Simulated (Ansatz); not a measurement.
InCuS2:
```cif
data_Cu4In4S8
_chemical_formula_sum 'Cu4 In4 S8'
_space_group_name_H-M_alt 'I-42d'
_space_group_IT_number 122
_space_group_name_Hall 'I -4 2bw'
_cell_length_a 5.52192
_cell_length_b 5.52192
_cell_length_c 11.13039
_cell_angle_alpha 90.000
_cell_angle_beta 90.000
_cell_angle_gamma 90.000
loop_
_atom_site_label
_atom_site_type_symbol
_atom_site_symmetry_multiplicity
_atom_site_Wyckoff_symbol
_atom_site_fract_x
_atom_site_fract_y
_atom_site_fract_z
_atom_site_occupancy
Cu1 Cu 4 a 0.00000 0.00000 0.00000 1
In1 In 4 b 0.00000 0.00000 0.50000 1
S1 S 8 d 0.22166 0.25000 0.12500 1
```
(The calculation used a cell of 8 atoms; values per cell refer to that cell.)

Relaxed with r²SCAN.

### Question
Tabulate the valence density and the electron localisation function along the shortest Cu–S contact (2.31 Å), plane-wave PAW r²SCAN (Ansatz code).

### Answer


```tsv
distance from Cu (Å)	density (e/Å³)	ELF
0.23	41.99	0.81
0.35	22.98	0.63
0.46	10.75	0.41
0.58	4.71	0.27
0.69	2.09	0.19
0.81	0.99	0.15
0.92	0.57	0.14
1.04	0.48	0.21
1.16	0.52	0.45
1.27	0.62	0.72
1.39	0.79	0.86
1.50	0.99	0.90
1.62	1.17	0.89
1.73	1.24	0.84
1.85	1.13	0.68
1.96	0.83	0.35
2.08	0.43	0.07
```

The density is the valence pseudo-density with augmentation charge, so density and ELF within about 1 Å of a nucleus are not all-electron values.

The cell was relaxed with r²SCAN under the symmetry of its start. The run is not spin-polarised.

Potentials: the later of the program's two PAW sets.
